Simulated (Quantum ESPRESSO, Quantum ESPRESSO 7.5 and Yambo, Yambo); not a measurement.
**GaP (F-43m): G0W0 with Yambo, start to end**

Aim: the G0W0 gap of GaP (F-43m) on PBE, step by step.

Calculated with Quantum ESPRESSO 7.5 and Yambo 5.3.0; PBE and many-body steps on it, plane waves.

**The experiments to reproduce.**

- Gap 2.25 ± 0.04 eV: optical gap from Tauc plot (fundamental, indirect); spectroscopic ellipsometry, Tauc-Lorentz fit and Tauc plot; 300 K; film (GaP layer on Si reference sample) on Si (“Assessment of GaPSb/Si tandem material association properties for photoelectrochemical cells”, 2020, arxiv:2002.02774).

This is a report of a sequence of runs, with most program output left out.

**1. Set-up**

Symmetry: F-43m, No. 216, cubic system. Conventional cell: a = 5.450 Å, b = 5.450 Å, c = 5.450 Å, α = 90.00°, β = 90.00°, γ = 90.00°. Ga has 4 P at 2.36 Å nearest. P has 4 Ga at 2.36 Å nearest. Farther neighbours are not listed.

The cell and positions come from the Crystallography Open Database and are kept as given unless a step says otherwise.

**2. Ground state**

This step: Quantum ESPRESSO 7.5; DFT, PBE, plane waves, norm-conserving pseudopotentials.

The ground-state density comes first.

Input file pw.in:

```
&control
  calculation = 'scf'
  prefix = 'x'
  outdir = 'o'
  pseudo_dir = 'pseudo'
/
&system
  ibrav = 0
  nat = 2
  ntyp = 2
  ecutwfc = 104.0
  nbnd = 18
  force_symmorphic = .true.
/
&electrons
  conv_thr = 1e-10
  electron_maxstep = 80
  mixing_beta = 0.5
/
ATOMIC_SPECIES
  Ga 69.723 Ga.upf
  P 30.974 P.upf
CELL_PARAMETERS angstrom
  0.0000000000 2.7252500000 2.7252500000
  2.7252500000 0.0000000000 2.7252500000
  2.7252500000 2.7252500000 0.0000000000
ATOMIC_POSITIONS crystal
  Ga 0.0000000000 0.0000000000 0.0000000000
  P 0.2500000000 0.2500000000 0.2500000000
K_POINTS automatic
  6 6 6 0 0 0
```

Command:

```sh
OMP_NUM_THREADS=1 mpirun -n 4 pw.x -nk 4 -in pw.in > pw.out
```

The job ended after 7.6 s (4 MPI ranks of Arm Neoverse V1, shared host; peak memory 0.29 GiB; 30 s of CPU time).

Numbers from this step:

- total energy: -6946.6263 eV
- gap: 1.653 eV
- k of the valence top: 0, 0, 0
- k of the conduction bottom: 0, -0.5, -0.5
- least direct gap: 1.818 eV

The gap is indirect, with the least direct gap 0.16 eV higher.

**3. Bands along the symmetry lines**

Levels along a band path, at the cheap level, show where the edges lie and whether the meshes to come will hold them.

Input file pw.in:

```
&control
  calculation = 'bands'
  prefix = 'x'
  outdir = 'o'
  pseudo_dir = 'pseudo'
/
&system
  ibrav = 0
  nat = 2
  ntyp = 2
  ecutwfc = 104.0
  nbnd = 19
  force_symmorphic = .true.
/
&electrons
  conv_thr = 1e-9
  electron_maxstep = 80
  diago_full_acc = .true.
  diago_thr_init = 5e-6
/
ATOMIC_SPECIES
  Ga 69.723 Ga.upf
  P 30.974 P.upf
CELL_PARAMETERS angstrom
  0.0000000000 2.7252500000 2.7252500000
  2.7252500000 0.0000000000 2.7252500000
  2.7252500000 2.7252500000 0.0000000000
ATOMIC_POSITIONS crystal
  Ga 0.0000000000 0.0000000000 0.0000000000
  P 0.2500000000 0.2500000000 0.2500000000
K_POINTS crystal
  50
  0.00000000 0.00000000 0.00000000 1
  -0.06250000 -0.06250000 0.00000000 1
  -0.12500000 -0.12500000 0.00000000 1
  -0.18750000 -0.18750000 0.00000000 1
  -0.25000000 -0.25000000 0.00000000 1
  -0.31250000 -0.31250000 0.00000000 1
  -0.37500000 -0.37500000 0.00000000 1
  -0.43750000 -0.43750000 0.00000000 1
  -0.50000000 -0.50000000 0.00000000 1
  -0.48437500 -0.48437500 0.03125000 1
  -0.46875000 -0.46875000 0.06250000 1
  -0.45312500 -0.45312500 0.09375000 1
  -0.43750000 -0.43750000 0.12500000 1
  -0.42187500 -0.42187500 0.15625000 1
  -0.40625000 -0.40625000 0.18750000 1
  -0.39062500 -0.39062500 0.21875000 1
  -0.37500000 -0.37500000 0.25000000 1
  -0.37500000 0.00000000 0.37500000 1
  -0.32812500 0.00000000 0.32812500 1
  -0.28125000 0.00000000 0.28125000 1
  -0.23437500 0.00000000 0.23437500 1
  -0.18750000 0.00000000 0.18750000 1
  -0.14062500 0.00000000 0.14062500 1
  -0.09375000 0.00000000 0.09375000 1
  -0.04687500 0.00000000 0.04687500 1
  0.00000000 0.00000000 0.00000000 1
  0.00000000 0.00000000 0.06250000 1
  0.00000000 0.00000000 0.12500000 1
  0.00000000 0.00000000 0.18750000 1
  0.00000000 0.00000000 0.25000000 1
  0.00000000 0.00000000 0.31250000 1
  0.00000000 0.00000000 0.37500000 1
  0.00000000 0.00000000 0.43750000 1
  -0.00000000 -0.00000000 0.50000000 1
  -0.06250000 -0.03125000 0.46875000 1
  -0.12500000 -0.06250000 0.43750000 1
  -0.18750000 -0.09375000 0.40625000 1
  -0.25000000 -0.12500000 0.37500000 1
  -0.31250000 -0.15625000 0.34375000 1
  -0.37500000 -0.18750000 0.31250000 1
  -0.43750000 -0.21875000 0.28125000 1
  -0.50000000 -0.25000000 0.25000000 1
  -0.50000000 -0.28125000 0.21875000 1
  -0.50000000 -0.31250000 0.18750000 1
  -0.50000000 -0.34375000 0.15625000 1
  -0.50000000 -0.37500000 0.12500000 1
  -0.50000000 -0.40625000 0.09375000 1
  -0.50000000 -0.43750000 0.06250000 1
  -0.50000000 -0.46875000 0.03125000 1
  -0.50000000 -0.50000000 0.00000000 1
```

Run time: 5.9 s. Hardware: 4 MPI ranks; peak memory 0.24 GiB.

This step gave:

```yaml
gap: 1.594 eV
k_of_the_valence_top: 0, 0, 0
k_of_the_conduction_bottom: -0.4375, -0.4375, 0
least_direct_gap: 1.818 eV
```

The gap is 1.594 eV, −0.059 eV from the run before at this level.

Electronic bands along the path, in eV, zero at the top of the highest filled band:

| point | band 10 | band 11 | band 12 | band 13 | band 14 | band 15 | band 16 | band 17 |
| --- | --- | --- | --- | --- | --- | --- | --- | --- |
| Γ | -12.49 | 0.00 | 0.00 | 0.00 | 1.82 | 3.89 | 3.89 | 3.89 |
| halfway | -11.46 | -3.67 | -1.68 | -1.68 | 2.18 | 3.72 | 6.74 | 6.74 |
| X | -9.53 | -6.75 | -2.68 | -2.68 | 1.65 | 1.82 | 10.58 | 10.58 |
| halfway | -9.51 | -6.70 | -3.24 | -2.57 | 1.85 | 2.75 | 9.52 | 9.66 |
| U | -9.56 | -6.55 | -3.94 | -2.25 | 2.19 | 4.80 | 8.23 | 8.26 |
| jump to K | -9.56 | -6.55 | -3.94 | -2.25 | 2.19 | 4.80 | 8.23 | 8.26 |
| halfway | -11.35 | -4.24 | -2.44 | -0.66 | 3.29 | 4.99 | 5.00 | 5.87 |
| Γ | -12.49 | 0.00 | 0.00 | 0.00 | 1.82 | 3.89 | 3.89 | 3.89 |
| halfway | -11.72 | -3.88 | -0.66 | -0.66 | 2.15 | 4.74 | 4.74 | 6.34 |
| L | -10.43 | -6.63 | -1.12 | -1.12 | 1.67 | 4.72 | 4.72 | 8.28 |
| halfway | -10.02 | -6.42 | -3.19 | -1.93 | 3.45 | 4.30 | 6.45 | 7.91 |
| W | -9.44 | -6.55 | -3.57 | -3.42 | 4.70 | 4.86 | 6.10 | 6.15 |
| halfway | -9.48 | -6.66 | -3.16 | -3.09 | 2.77 | 2.94 | 8.49 | 8.58 |
| X | -9.53 | -6.75 | -2.68 | -2.68 | 1.65 | 1.82 | 10.58 | 10.58 |

**4. Empty states on the mesh, 4×4×4 mesh, 141 bands**

The sums over transitions need many empty states on a uniform mesh; this step solves for them.

Input file pw.in:

```
&control
  calculation = 'nscf'
  prefix = 'x'
  outdir = 'o'
  pseudo_dir = 'pseudo'
/
&system
  ibrav = 0
  nat = 2
  ntyp = 2
  ecutwfc = 104.0
  nbnd = 141
  force_symmorphic = .true.
/
&electrons
  conv_thr = 1e-9
  electron_maxstep = 80
  diago_full_acc = .true.
  diago_thr_init = 5e-6
/
ATOMIC_SPECIES
  Ga 69.723 Ga.upf
  P 30.974 P.upf
CELL_PARAMETERS angstrom
  0.0000000000 2.7252500000 2.7252500000
  2.7252500000 0.0000000000 2.7252500000
  2.7252500000 2.7252500000 0.0000000000
ATOMIC_POSITIONS crystal
  Ga 0.0000000000 0.0000000000 0.0000000000
  P 0.2500000000 0.2500000000 0.2500000000
K_POINTS automatic
  4 4 4 0 0 0
```

It took 12 s on 4 MPI ranks; peak memory 0.44 GiB.

This step gave:

* gap: 1.653 eV
* k of the valence top: 0, 0, 0
* k of the conduction bottom: 0, -0.5, -0.5
* least direct gap: 1.818 eV
* k points computed: 8
* lowest point of the top converged band, above the valence top: 110.8948 eV

On this mesh the gap is 1.653 eV.

**5. Conversion and set-up**

This step: Yambo 5.3.0; conversion and set-up on PBE, plane waves, norm-conserving pseudopotentials.

The states are converted to the many-body program's format and the q mesh is built.

Command:

```sh
(cd o/x.save; p2y > p2y.log; mv SAVE ../..); yambo > setup.log
```

It took 3.1 s on 1 MPI rank; peak memory 0.25 GiB.

**6. Screening and self-energy, 4×4×4 mesh, 141 bands, screening to 210.9 eV**

Now the one-shot GW correction: screening in the RPA, then the self-energy of the levels asked for.

This step: G0W0 on PBE, plane waves, norm-conserving pseudopotentials.

Input file gw1.in:

```
HF_and_locXC
gw0
dyson
ppa
em1d
rim_cut
RandQpts= 1000000
RandGvec= 1 RL
EXXRLvcs= 104 Ry
VXCRLvcs= 416 Ry
Chimod= "HARTREE"
% BndsRnXp
 1 | 141 |
%
NGsBlkXp= 15.5 Ry
% LongDrXp
 1 | 1 | 1 |
%
% GbndRnge
 1 | 141 |
%
DysSolver= "n"
ExtendOut
PPAPntXp= 27.21138 eV
% QPkrange
 1 | 8 | 10 | 17 |
%
```

Command:

```sh
OMP_NUM_THREADS=1 mpirun -n 4 yambo -F gw1.in -J gw1 -C gw1 > gw1.log
```

It took 11 min on 4 MPI ranks; peak memory 1.9 GiB.

Numbers from this step:

- G0W0 gap on the mesh: 2.285 eV
- starting gap on the mesh: 1.653 eV
- k of the valence top: 0, 0, 0
- k of the conduction bottom: 0, -0.5, -0.5
- least direct G0W0 gap on the computed points: 2.691 eV
- Z at the valence top: 0.7842
- Z at the conduction bottom: 0.8088

The gap on the mesh goes from 1.65 eV to 2.29 eV, a correction of +0.63 eV.

Limits: finite bands, cutoff and mesh; no spin-orbit coupling; coarse k mesh. v1 is the top filled band, c1 the lowest empty one. Levels before and after the correction, in eV, zero at the valence-band top of each column:

|  | conduction bottom | valence top |
| --- | --- | --- |
| Kohn-Sham | 1.65 | 0.00 |
| G0W0 | 2.29 | 0.00 |

|  | level | energy (eV) |
| --- | --- | --- |
| Kohn-Sham | Γ v3-v1 | 0.000 |
| Kohn-Sham | Γ c1 | 1.818 |
| Kohn-Sham | Γ c2-c3 | 3.887 |
| Kohn-Sham | (0 -0.5 -0.5) v3 | -6.754 |
| Kohn-Sham | (0 -0.5 -0.5) v2-v1 | -2.683 |
| Kohn-Sham | (0 -0.5 -0.5) c1 | 1.653 |
| Kohn-Sham | (0 -0.5 -0.5) c2 | 1.825 |
| Kohn-Sham | (0 -0.5 -0.5) c3 | 10.577 |
| G0W0 | Γ v3-v1 | 0.000 |
| G0W0 | Γ c1 | 2.691 |
| G0W0 | Γ c2-c3 | 4.815 |
| G0W0 | (0 -0.5 -0.5) v3 | -6.800 |
| G0W0 | (0 -0.5 -0.5) v2-v1 | -2.776 |
| G0W0 | (0 -0.5 -0.5) c1 | 2.285 |
| G0W0 | (0 -0.5 -0.5) c2 | 2.582 |
| G0W0 | (0 -0.5 -0.5) c3 | 11.473 |

**7. Where the time went**

Times are wall times on the hardware named with each run, good to a factor of about two.

| step | time | share | memory (GiB) |
| --- | --- | --- | --- |
| ground state | 7.6 s | 1 % | 0.29 |
| bands along the symmetry lines | 5.9 s | 1 % | 0.24 |
| empty states on the mesh | 12 s | 2 % | 0.44 |
| conversion and set-up | 3.1 s | 0 % | 0.25 |
| screening and self-energy | 11 min | 96 % | 1.9 |

**8. Summary of results**

| Property | Result |
| --- | --- |
| PBE gap | 1.59 eV, indirect |
| G0W0 gap on the mesh | 2.29 eV |
| G0W0 gap over the zone (rigid shift) | 2.23 eV |
| GW settings | 4×4×4 mesh, 141 bands, screening to 210.9 eV, Godby-Needs plasmon pole |
| known limits | not at the basis limit; no spin-orbit coupling; coarse k mesh |

G0W0 moves the gap on the mesh from 1.65 eV to 2.29 eV (+0.63 eV), with Z of 0.78 and 0.81 at the edges. The mesh misses the band edges by 0.06 eV in all; a rigid shift gives 2.23 eV for the zone. The dearest step here is «screening and self-energy». Against experiment, by G0W0@PBE: the gap of 2.23 eV lies −0.02 eV from the measured 2.25 ± 0.04 eV (indirect, 300 K, on Si, 2020). The calculation has static nuclei and no excitons; a measured gap holds zero-point and thermal motion, which mostly lowers it. Bands and cutoff are finite, so the gap is not at the basis limit. The miss can reach some tenths of an eV and take either sign; the mesh is an error of its own. A denser mesh or path gives a starting gap of 1.59 eV: the GW mesh misses a band edge, so its gaps are not the fundamental one. The 4×4×4 mesh is coarse for this cell, which bears on the long-range parts of exchange and screening. The many-body steps are scalar-relativistic: spin-orbit coupling is not in them.

[Paths, hosts, dates, memory and timing lines, banners, echoed tables and standing remarks are left out of the program output.]

[Logs are printed without paths, hosts, clocks, repeated set-up lines and the standing remarks that a program may print on its own settings, such as how far it seeks lower states.]

[Runs of the session that timed out or met a known fault of the program may be left out.]

[Hosts, paths, dates, database ids (printed as entryN), source tags and the programs' standing remarks are cut or masked in the printed files.]
